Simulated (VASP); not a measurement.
# GeSb2Te4 (Fd-3m) in VASP: a series of runs

The runs below take GeSb2Te4 through equation of state, with PBE.

All numbers are computed with VASP 6.6.1; they aren't measurements. Logs are shortened: lines on timing, memory, paths and dates and some standing lists are left out, and cuts for length are marked.

## 1. Starting point

It takes space group Fd-3m (No. 227, cubic). The conventional cell has a = 12.707 Å, b = 12.707 Å, c = 12.707 Å, α = 90.00°, β = 90.00°, γ = 90.00°. Around Ge (site symmetry -43m) lie 4 Te at 2.88 Å. Around Sb (site symmetry -3m) lie 6 Te at 3.11 Å. Te (site symmetry 3m) has 1 Ge at 2.88 Å and 3 Sb at 3.11 Å as nearest neighbours.

The cell was built by a generator and needn't be a form met in nature.

## 2. Equation of state, PBE, 36.64 Å³/atom

INCAR reads:

```
SYSTEM = GeSb2Te4
PREC = Accurate ; ENCUT = 520
EDIFF = 1E-6 ; ISMEAR = 0
SIGMA = 0.1 ; LREAL = .FALSE.
LASPH = .TRUE. ; NELM = 100
ALGO = Normal ; ISIF = 4
LWAVE = .FALSE. ; LCHARG = .FALSE.
GGA = PE ; IBRION = 2
NSW = 30 ; EDIFFG = -0.02
KPAR = 4
```

KPOINTS reads:

```
Automatic mesh
0
G
  4 4 4
  0 0 0
```

POSCAR reads:

```
GeSb2Te4
1.0
    0.0000000000      6.3533700000      6.3533700000
    6.3533700000      0.0000000000      6.3533700000
    6.3533700000      6.3533700000      0.0000000000
Ge Sb Te
2 4 8
Direct
    0.2500000000      0.2500000000      0.2500000000
    0.0000000000      0.0000000000      0.0000000000
    0.6250000000      0.6250000000      0.6250000000
    0.1250000000      0.6250000000      0.6250000000
    0.6250000000      0.1250000000      0.6250000000
    0.6250000000      0.6250000000      0.1250000000
    0.3807390000      0.8577820000      0.3807390000
    0.3807390000      0.3807390000      0.3807390000
    0.3807390000      0.3807390000      0.8577820000
    0.8577820000      0.3807390000      0.3807390000
    0.3922180000      0.8692610000      0.8692610000
    0.8692610000      0.3922180000      0.8692610000
    0.8692610000      0.8692610000      0.3922180000
    0.8692610000      0.8692610000      0.8692610000
```

Potentials or basis: VASP PAW PBE potentials, release 64 (Ge_d, Sb, Te).

The run is started by

```
$ cat potpaw_PBE.64/Ge_d/POTCAR potpaw_PBE.64/Sb/POTCAR potpaw_PBE.64/Te/POTCAR > POTCAR
$ mpirun -np 4 vasp_std > vasp.out
```

OUTCAR:

```text
SYSTEM = GeSb2Te4
   PREC = Accurate
   ENCUT = 520
   EDIFF = 1E-6
   ISMEAR = 0
   LREAL = .FALSE.
   LASPH = .TRUE.
   NELM = 100
   ISIF = 4
   GGA = PE
   IBRION = 2
   NSW = 30
   EDIFFG = -0.02

 ion  position               nearest neighbor table
   1  0.250  0.250  0.250-   8 2.88   7 2.88   9 2.88  10 2.88
   2  0.000  0.000  0.000-  14 2.88  12 2.88  13 2.88  11 2.88
   3  0.625  0.625  0.625-   7 3.11  10 3.11  11 3.11  12 3.11   9 3.11  13 3.11
   4  0.125  0.625  0.625-   7 3.11   9 3.11  12 3.11  13 3.11   8 3.11  14 3.11
   5  0.625  0.125  0.625-   9 3.11  10 3.11  11 3.11  13 3.11   8 3.11  14 3.11
   6  0.625  0.625  0.125-   7 3.11  10 3.11  11 3.11  12 3.11   8 3.11  14 3.11
   7  0.381  0.858  0.381-   1 2.88   4 3.11   6 3.11   3 3.11
   8  0.381  0.381  0.381-   1 2.88   4 3.11   5 3.11   6 3.11
   9  0.381  0.381  0.858-   1 2.88   4 3.11   5 3.11   3 3.11
  10  0.858  0.381  0.381-   1 2.88   5 3.11   6 3.11   3 3.11
  11  0.392  0.869  0.869-   2 2.88   5 3.11   6 3.11   3 3.11
  12  0.869  0.392  0.869-   2 2.88   4 3.11   6 3.11   3 3.11
  13  0.869  0.869  0.392-   2 2.88   4 3.11   5 3.11   3 3.11
  14  0.869  0.869  0.869-   2 2.88   4 3.11   5 3.11   6 3.11

  LATTYP: Found a face centered cubic cell.
 ALAT       =    12.7067400000

  Lattice vectors:

 A1 = (   0.0000000000,   6.3533700000,   6.3533700000)
 A2 = (   6.3533700000,   0.0000000000,   6.3533700000)
 A3 = (   6.3533700000,   6.3533700000,   0.0000000000)

Analysis of symmetry for initial positions (statically):
=====================================================================
 Subroutine PRICEL returns:
 Original cell was already a primitive cell.

 Routine SETGRP: Setting up the symmetry group for a
 face centered cubic supercell.

 Subroutine GETGRP returns: Found 48 space group operations
 (whereof 24 operations were pure point group operations)
 out of a pool of 48 trial point group operations.

The static configuration has the point symmetry T_d .
 The point group associated with its full space group is O_h .

Analysis of symmetry for dynamics (positions and initial velocities):
=====================================================================
 Subroutine PRICEL returns:
 Original cell was already a primitive cell.

 Routine SETGRP: Setting up the symmetry group for a
 face centered cubic supercell.

 Subroutine GETGRP returns: Found 48 space group operations
 (whereof 24 operations were pure point group operations)
 out of a pool of 48 trial point group operations.

The dynamic configuration has the point symmetry T_d .
 The point group associated with its full space group is O_h .

 Subroutine INISYM returns: Found 48 space group operations
 (whereof 24 operations are pure point group operations),
 and found     1 'primitive' translations

----------------------------------------------------------------------------------------

                                     Primitive cell

  volume of cell :     512.9115

  direct lattice vectors                    reciprocal lattice vectors
     0.000000000  6.353370000  6.353370000    -0.078698392  0.078698392  0.078698392
     6.353370000  0.000000000  6.353370000     0.078698392 -0.078698392  0.078698392
     6.353370000  6.353370000  0.000000000     0.078698392  0.078698392 -0.078698392

  length of vectors
     8.985022021  8.985022021  8.985022021     0.136309613  0.136309613  0.136309613

  position of ions in fractional coordinates (direct lattice)
     0.250000000  0.250000000  0.250000000
     0.000000000  0.000000000  0.000000000
     0.625000000  0.625000000  0.625000000
     0.125000000  0.625000000  0.625000000
     0.625000000  0.125000000  0.625000000
     0.625000000  0.625000000  0.125000000
     0.380739000  0.857782000  0.380739000
     0.380739000  0.380739000  0.380739000
     0.380739000  0.380739000  0.857782000
     0.857782000  0.380739000  0.380739000
     0.392218000  0.869261000  0.869261000
     0.869261000  0.392218000  0.869261000
     0.869261000  0.869261000  0.392218000
[... 29 lines left out ...]
  Cartesian coordinates                     Fractional coordinates (reciprocal lattice)
    -0.019674598  0.019674598  0.019674598     0.250000000  0.000000000  0.000000000
     0.019674598 -0.019674598  0.019674598     0.000000000  0.250000000  0.000000000
     0.019674598  0.019674598 -0.019674598     0.000000000  0.000000000  0.250000000

  Length of vectors
     0.034077403  0.034077403  0.034077403

  Shift w.r.t. Gamma in fractional coordinates (k-lattice)
     0.000000000  0.000000000  0.000000000

 Subroutine IBZKPT returns following result:
 ===========================================

 Found      8 irreducible k-points:

 Following reciprocal coordinates:
            Coordinates               Weight
  0.000000  0.000000  0.000000      1.000000
  0.250000  0.000000  0.000000      8.000000
  0.500000  0.000000  0.000000      4.000000
  0.250000  0.250000  0.000000      6.000000
  0.500000  0.250000  0.000000     24.000000
 -0.250000  0.250000  0.000000     12.000000
  0.500000  0.500000  0.000000      3.000000
 -0.250000  0.500000  0.250000      6.000000
   k-points           NKPTS =      8   k-points in BZ     NKDIM =      8   number of bands    NBANDS=     57
   number of dos      NEDOS =    301   number of ions     NIONS =     14
   total plane-waves  NPLWV = 343000
   dimension x,y,z NGX =    70 NGY =   70 NGZ =   70
   dimension x,y,z NGXF=   140 NGYF=  140 NGZF=  140
   ions per type =               2   4   8
   NGX,Y,Z   is equivalent  to a cutoff of  12.95, 12.95, 12.95 a.u.
   NGXF,Y,Z  is equivalent  to a cutoff of  25.90, 25.90, 25.90 a.u.
 SYSTEM =  GeSb2Te4
   PREC   = accura    normal or accurate (medium, high low for compatibility)
   ISTART =      0    job   : 0-new  1-cont  2-samecut
   ICHARG =      2    charge: 1-file 2-atom 10-const
   ISPIN  =      1    spin polarized calculation?
   LNONCOLLINEAR =      F non collinear calculations
   LSORBIT =      F    spin-orbit coupling
   LASPH  =      T    aspherical Exc in radial PAW
   ENCUT  =  520.0 eV  38.22 Ry    6.18 a.u.  16.71 16.71 16.71*2*pi/ulx,y,z
   NELM   =    100;   NELMIN=  2; NELMDL= -5     # of ELM steps
   EDIFF  = 0.1E-05   stopping-criterion for ELM
   LREAL  =      F    real-space projection
   EDIFFG = -.2E-01   stopping-criterion for IOM
   NSW    =     30    number of steps for IOM
   IBRION =      2    ionic relax: 0-MD 1-quasi-New 2-CG
   NFREE  =      1    steps in history (QN), initial steepest desc. (CG)
   ISIF   =      4    stress and relaxation
   ISYM   =      2    0-nonsym 1-usesym 2-fastsym
   POTIM  = 0.5000    time-step for ionic-motion
   TEBEG  =    0.0;   TEEND  =   0.0 temperature during run
   PSTRESS=    0.0 pullay stress
   NELECT =      96.0000    total number of electrons
   NUPDOWN=      -1.0000    fix difference up-down
   EMIN   =  10.00;   EMAX   =-10.00  energy-range for DOS
   EFERMI =   0.00;   METHOD = LEGACY
   ISMEAR =     0;   SIGMA  =   0.10  broadening in eV -4-tet -1-fermi 0-gaus
   EFERMI_NEDOS =   21; number of points for ismear=-14 and -15
   IALGO  =     38    algorithm
   IMIX   =      4    mixing-type and parameters
     AMIX     =   0.40;   BMIX     =  1.00
     AMIX_MAG =   1.60;   BMIX_MAG =  1.00
  volume/ion in A,a.u.               =      36.64       247.24
  Fermi-wavevector in a.u.,A,eV,Ry     =   0.936450  1.769633 11.931465  0.876938
  Thomas-Fermi vector in A             =   2.063460
   LORBIT       =      0    0 simple, 1 ext, 2 COOP (PROOUT), +10 PAW based schemes
   GGA     = PE    functional components
   LHFCALC =     F    Hartree Fock is set to
   AEXX    =    0.0000 exact exchange contribution
   IVDW    =     0    specifies the selected vdW correction
   LEPSILON=     F    determine dielectric tensor
   LRPA    =     F    only Hartree local field effects (RPA)
 conjugate gradient relaxation of ions
 non-spin polarized calculation
 Gauss-broadening in eV      SIGMA  =   0.10
  energy-cutoff  :      520.00
  volume of cell :      512.91
 maximum number of plane-waves:     13888
 NGX is ok and might be reduce to    70
   NGX = 33   NGY = 33   NGZ = 33

 number of electron      95.9999983 magnetization

 Free energy of the ion-electron system (eV)
  ---------------------------------------------------
  ext. energy  EPLUGINS =         0.00000000
  ---------------------------------------------------
  free energy    TOTEN  =       -51.09019826 eV

  energy without entropy =      -51.09019468  energy(sigma->0) =      -51.09019647

 E-fermi :   4.6453     XC(G=0):  -8.4818

 val. band max:        4.3512361428   @ k =  -0.2500   0.5000   0.2500
 cond. band min:       4.9162067371   @ k =   0.0000   0.0000   0.0000
 fundamental gap:      0.5649705943
 Fermi energy:         4.6452986616

 k-point     1 :       0.0000    0.0000    0.0000
  band No.  band energies     occupation
      1     -20.4417      2.00000
      2     -20.4417      2.00000
      3     -20.4417      2.00000
      4     -20.4417      2.00000
      5     -20.4417      2.00000
      6     -20.4417      2.00000
[... 469 lines left out ...]
     56       6.2400      0.00000
     57       6.7291      0.00000

------------------------ aborting loop because EDIFF is reached ----------------------------------------

  FORCE on cell =-STRESS in cart. coord.  units (eV):
  Direction    XX          YY          ZZ          XY          YZ          ZX
  --------------------------------------------------------------------------------------
  -------------------------------------------------------------------------------------
  Total       -0.0249729     -0.0249729     -0.0249729     -0.0000000      0.0000000      0.0000000
  in kB       -0.0780076     -0.0780076     -0.0780076     -0.0000000      0.0000000      0.0000000
  external PRESSURE =      -0.0780076 kB  Pullay stress =       0.0000000 kB

 VOLUME and BASIS-vectors are now :
 -----------------------------------------------------------------------------
  energy-cutoff  :      520.00
  volume of cell :      512.91
      direct lattice vectors                 reciprocal lattice vectors
     0.000000000  6.353370000  6.353370000    -0.078698392  0.078698392  0.078698392
     6.353370000  0.000000000  6.353370000     0.078698392 -0.078698392  0.078698392
     6.353370000  6.353370000  0.000000000     0.078698392  0.078698392 -0.078698392

 POSITION                                       TOTAL-FORCE (eV/Angst)
 -----------------------------------------------------------------------------------
      3.17668      3.17668      3.17668        -0.000000     -0.000000     -0.000000
      0.00000      0.00000      0.00000        -0.000000     -0.000000     -0.000000
      7.94171      7.94171      7.94171        -0.000000     -0.000000     -0.000000
      7.94171      4.76503      4.76503        -0.000000     -0.000000     -0.000000
      4.76503      7.94171      4.76503        -0.000000     -0.000000     -0.000000
      4.76503      4.76503      7.94171        -0.000000     -0.000000     -0.000000
      7.86878      4.83795      7.86878        -0.002206      0.002206     -0.002206
      4.83795      4.83795      4.83795         0.002206      0.002206      0.002206
      7.86878      7.86878      4.83795        -0.002206     -0.002206      0.002206
      4.83795      7.86878      7.86878         0.002206     -0.002206     -0.002206
     11.04547      8.01464      8.01464        -0.002206      0.002206      0.002206
      8.01464     11.04547      8.01464         0.002206     -0.002206      0.002206
      8.01464      8.01464     11.04547         0.002206      0.002206     -0.002206
     11.04547     11.04547     11.04547        -0.002206     -0.002206     -0.002206
 -----------------------------------------------------------------------------------
    total drift:                                0.000000      0.000000      0.000000

  FREE ENERGIE OF THE ION-ELECTRON SYSTEM (eV)
  ---------------------------------------------------
  free  energy   TOTEN  =       -51.0901982628 eV

  energy  without entropy=      -51.0901946779  energy(sigma->0) =      -51.09019647

 reached required accuracy - stopping structural energy minimisation
```

Run time: 2.8 min. Hardware: 4 MPI ranks of Intel Xeon Platinum 8259CL at 2.50GHz (Skylake/Cascade Lake), shared host; peak memory 0.8 GiB.

Results:

* Free energy: -51.0902 eV
* Pressure: 0.0 GPa
* Largest force: 0.004 eV/Å
* Band gap on the k mesh: 0.56 eV, indirect (least direct gap 0.86 eV)

Caveat: spin-orbit coupling is left out, which moves the levels of the heavy elements.

## 3. Equation of state, PBE, 35.54 Å³/atom (volume scaled by 0.97)

INCAR is that of step 2.

KPOINTS is that of step 2.

Changes to POSCAR since step 2:

```diff
@@ -2,5 +2,5 @@
 1.0
-    0.0000000000      6.3533700000      6.3533700000
-    6.3533700000      0.0000000000      6.3533700000
-    6.3533700000      6.3533700000      0.0000000000
+    0.0000000000      6.2891901575      6.2891901575
+    6.2891901575      0.0000000000      6.2891901575
+    6.2891901575      6.2891901575      0.0000000000
 Ge Sb Te
```

Potentials or basis: VASP PAW PBE potentials, release 64 (Ge_d, Sb, Te).

The run is started by

```
$ cat potpaw_PBE.64/Ge_d/POTCAR potpaw_PBE.64/Sb/POTCAR potpaw_PBE.64/Te/POTCAR > POTCAR
$ mpirun -np 4 vasp_std > vasp.out
```

Wall time 5.5 min (4 MPI ranks of Intel Xeon Platinum 8259CL at 2.50GHz (Skylake/Cascade Lake), shared host); peak memory 0.89 GiB.

Results (log left out):

* Free energy: -51.0336 eV
* Pressure: 1.2 GPa
* Largest force: 0.005 eV/Å
* Band gap on the k mesh: 0.53 eV, indirect (least direct gap 0.82 eV)

Caveat: spin-orbit coupling is left out, which moves the levels of the heavy elements.

## 4. Equation of state, PBE, 37.74 Å³/atom (volume scaled by 1.03)

INCAR is that of step 3.

KPOINTS is that of step 3.

Changes to POSCAR since step 3:

```diff
@@ -2,5 +2,5 @@
 1.0
-    0.0000000000      6.2891901575      6.2891901575
-    6.2891901575      0.0000000000      6.2891901575
-    6.2891901575      6.2891901575      0.0000000000
+    0.0000000000      6.4162787447      6.4162787447
+    6.4162787447      0.0000000000      6.4162787447
+    6.4162787447      6.4162787447      0.0000000000
 Ge Sb Te
```

The run is started by

```
$ cat potpaw_PBE.64/Ge_d/POTCAR potpaw_PBE.64/Sb/POTCAR potpaw_PBE.64/Te/POTCAR > POTCAR
$ mpirun -np 4 vasp_std > vasp.out
```

It took 5.9 min on 4 MPI ranks of Intel Xeon Platinum 8259CL at 2.50GHz (Skylake/Cascade Lake), shared host; peak memory 0.91 GiB.

The run converged. Its results:

| Property | Result |
| --- | --- |
| Free energy | -51.0394 eV |
| Pressure | -1.0 GPa |
| Largest force | 0.015 eV/Å |
| Band gap on the k mesh | 0.59 eV, indirect (least direct gap 0.89 eV) |

Caveat: spin-orbit coupling is left out, which moves the levels of the heavy elements.

## 5. Equation of state, PBE, 34.44 Å³/atom (volume scaled by 0.94)

INCAR is that of step 4.

KPOINTS is that of step 4.

Changes to POSCAR since step 4:

```diff
@@ -2,5 +2,5 @@
 1.0
-    0.0000000000      6.4162787447      6.4162787447
-    6.4162787447      0.0000000000      6.4162787447
-    6.4162787447      6.4162787447      0.0000000000
+    0.0000000000      6.2236729955      6.2236729955
+    6.2236729955      0.0000000000      6.2236729955
+    6.2236729955      6.2236729955      0.0000000000
 Ge Sb Te
```

The run is started by

```
$ cat potpaw_PBE.64/Ge_d/POTCAR potpaw_PBE.64/Sb/POTCAR potpaw_PBE.64/Te/POTCAR > POTCAR
$ mpirun -np 4 vasp_std > vasp.out
```

Wall time 6.8 min (4 MPI ranks of Intel Xeon Platinum 8259CL at 2.50GHz (Skylake/Cascade Lake), shared host); peak memory 0.91 GiB.

The run converged. Its results:

```
Free energy            : -50.8508 eV
Pressure               : 2.6 GPa
Band gap on the k mesh : 0.48 eV, indirect (least direct gap 0.76 eV)
```

Caveat: spin-orbit coupling is left out, which moves the levels of the heavy elements.

## 6. Equation of state, PBE, 38.83 Å³/atom (volume scaled by 1.06)

INCAR is that of step 5.

KPOINTS is that of step 5.

Changes to POSCAR since step 5:

```diff
@@ -2,5 +2,5 @@
 1.0
-    0.0000000000      6.2236729955      6.2236729955
-    6.2236729955      0.0000000000      6.2236729955
-    6.2236729955      6.2236729955      0.0000000000
+    0.0000000000      6.4779775176      6.4779775176
+    6.4779775176      0.0000000000      6.4779775176
+    6.4779775176      6.4779775176      0.0000000000
 Ge Sb Te
```

Potentials or basis: VASP PAW PBE potentials, release 64 (Ge_d, Sb, Te).

The run is started by

```
$ cat potpaw_PBE.64/Ge_d/POTCAR potpaw_PBE.64/Sb/POTCAR potpaw_PBE.64/Te/POTCAR > POTCAR
$ mpirun -np 4 vasp_std > vasp.out
```

Wall time 7.3 min (4 MPI ranks of Intel Xeon Platinum 8259CL at 2.50GHz (Skylake/Cascade Lake), shared host); peak memory 0.94 GiB.

It converged, with:

* Free energy: -50.8978 eV
* Pressure: -1.9 GPa
* Band gap on the k mesh: 0.62 eV, indirect (least direct gap 0.93 eV)

Caveat: spin-orbit coupling is left out, which moves the levels of the heavy elements.

## 7. Equation of state, PBE, 33.34 Å³/atom (volume scaled by 0.91)

INCAR is that of step 6.

KPOINTS is that of step 6.

Changes to POSCAR since step 6:

```diff
@@ -2,5 +2,5 @@
 1.0
-    0.0000000000      6.4779775176      6.4779775176
-    6.4779775176      0.0000000000      6.4779775176
-    6.4779775176      6.4779775176      0.0000000000
+    0.0000000000      6.1567465936      6.1567465936
+    6.1567465936      0.0000000000      6.1567465936
+    6.1567465936      6.1567465936      0.0000000000
 Ge Sb Te
```

The run is started by

```
$ cat potpaw_PBE.64/Ge_d/POTCAR potpaw_PBE.64/Sb/POTCAR potpaw_PBE.64/Te/POTCAR > POTCAR
$ mpirun -np 4 vasp_std > vasp.out
```

It took 6 min on 4 MPI ranks of Intel Xeon Platinum 8259CL at 2.50GHz (Skylake/Cascade Lake), shared host; peak memory 0.89 GiB.

Results (log left out):

* Free energy: -50.5193 eV
* Pressure: 4.3 GPa
* Band gap on the k mesh: 0.39 eV, indirect (least direct gap 0.69 eV)

Caveat: spin-orbit coupling is left out, which moves the levels of the heavy elements.

## 8. Equation of state, PBE, 39.93 Å³/atom (volume scaled by 1.09)

INCAR is that of step 7.

KPOINTS is that of step 7.

Changes to POSCAR since step 7:

```diff
@@ -2,5 +2,5 @@
 1.0
-    0.0000000000      6.1567465936      6.1567465936
-    6.1567465936      0.0000000000      6.1567465936
-    6.1567465936      6.1567465936      0.0000000000
+    0.0000000000      6.5385228728      6.5385228728
+    6.5385228728      0.0000000000      6.5385228728
+    6.5385228728      6.5385228728      0.0000000000
 Ge Sb Te
```

The run is started by

```
$ cat potpaw_PBE.64/Ge_d/POTCAR potpaw_PBE.64/Sb/POTCAR potpaw_PBE.64/Te/POTCAR > POTCAR
$ mpirun -np 4 vasp_std > vasp.out
```

Wall time 6.6 min (4 MPI ranks of Intel Xeon Platinum 8259CL at 2.50GHz (Skylake/Cascade Lake), shared host); peak memory 0.93 GiB.

It converged, with:

- Free energy: -50.6789 eV
- Pressure: -2.6 GPa
- Band gap on the k mesh: 0.64 eV, indirect (least direct gap 0.95 eV)

Caveat: spin-orbit coupling is left out, which moves the levels of the heavy elements.
